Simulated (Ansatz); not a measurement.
# C: stress in a strained cell

C is deformed so: equal xx and yy strain of +1 %. What stress and forces result, by LAPW, PAW and all-electron datasets made for the crystal?

Computed with Ansatz 0.2.0 (DFT PBE, scalar-relativistic, unless a step's input says otherwise).

10 further runs of the same task are left out: 10 that didn't finish.

### Step 1. Starting point

It takes space group Fmmm (No. 69, orthorhombic). The conventional cell has a = 2.456 Å, b = 4.254 Å, c = 6.696 Å, α = 90.00°, β = 90.00°, γ = 90.00°. Around C (site symmetry m2m) lie 3 C at 1.42 Å.

As a file:

```cif
data_structure
_symmetry_space_group_name_H-M 'P 1'
_symmetry_Int_Tables_number 1
_cell_length_a 3.9665
_cell_length_b 3.5661
_cell_length_c 2.4560
_cell_angle_alpha 80.086
_cell_angle_beta 62.329
_cell_angle_gamma 37.586
_cell_volume 17.49
loop_
_atom_site_label
_atom_site_type_symbol
_atom_site_fract_x
_atom_site_fract_y
_atom_site_fract_z
_atom_site_occupancy
C1 C 0.16667 0.83333 0.16667 1
C2 C 0.83333 0.16667 0.83333 1
```

Atoms are numbered in the order of the input: C1, C2.

### Step 2. The deformed structure

Space group Fmmm before, Fmmm after.

### Step 3. Full-potential LAPW

Contents of input.yaml:

```yaml
crystal:
  lattice:
    - [0.0, 2.14827, 3.348]
    - [1.24028, 0.0, 3.348]
    - [1.24028, 2.14827, 0.0]
  atoms:
    - { symbol: C, position: [0.16667, 0.83333, 0.16667] }
    - { symbol: C, position: [0.83333, 0.16667, 0.83333] }
kpoints:
  mp_grid: { grid: [18, 18, 18] }
  band_path:
    path:
      - [0.0, 0.0, 0.0]
      - [0.5, 0.0, 0.5]
      - [1.0, 0.5, 0.5]
      - [0.5, 0.5, 0.0]
      - [0.0, 0.0, 0.0]
      - [0.0, 0.367639115, 0.367639115]
      - [1.0, 0.632360885, 0.632360885]
      - [1.0, 0.5, 0.5]
      - [0.5, 0.0, 0.5]
    npoints: 5
scf:
  occupations: { method: fermi_dirac, width: 0.05 }
hamiltonian:
  xc: pbe
  pseudopotentials: { kind: all_electron, lapw: { basis_error: 0.00025 } }
output:
  forces: true
  stress: true
  eigenvalues: true
```

The run is started by

```sh
$ ansatz run input.yaml --threads 1 --pin off --max-ram 3072MiB --backend cpu --events-out ev --progress --plain --runs-dir out
```

### Step 4. Frozen-core PAW

Contents of input.yaml:

```yaml
crystal:
  lattice:
    - [0.0, 2.14827, 3.348]
    - [1.24028, 0.0, 3.348]
    - [1.24028, 2.14827, 0.0]
  atoms:
    - { symbol: C, position: [0.16667, 0.83333, 0.16667] }
    - { symbol: C, position: [0.83333, 0.16667, 0.83333] }
kpoints:
  mp_grid: { grid: [18, 18, 18] }
scf:
  occupations: { method: fermi_dirac, width: 0.05 }
hamiltonian:
  xc: pbe
  pseudopotentials: { kind: paw }
output:
  forces: true
  stress: true
  eigenvalues: true
  efg: { contact_densities: true }
```

### Step 5. All-electron PAW on datasets made for the crystal

input.yaml, as its differences from that of step 4:

```diff
@@ -14,3 +14,3 @@
   xc: pbe
-  pseudopotentials: { kind: paw }
+  pseudopotentials: { kind: all_electron, datasets: crystal }
 output:
```

(Steps that only read results are left out.)

**Question.** What will these runs give? Wanted: pressure; largest shear or deviatoric stress.

The runs gave:

| quantity | value |
| --- | --- |
| pressure | LAPW -3.63, PAW -3.57, crystal datasets -3.64 GPa |
| largest shear or deviatoric stress (LAPW) | 7.60 GPa |

In words: The largest part of the stress beyond the pressure is 7.60 GPa in size, in the zz component; the atoms are carried along and not relaxed. No run of the undeformed cell stands beside it, so the pressure holds what the given cell had before the change. PAW: stress within 0.10 GPa of LAPW. Crystal datasets: stress within 0.01 GPa of LAPW.
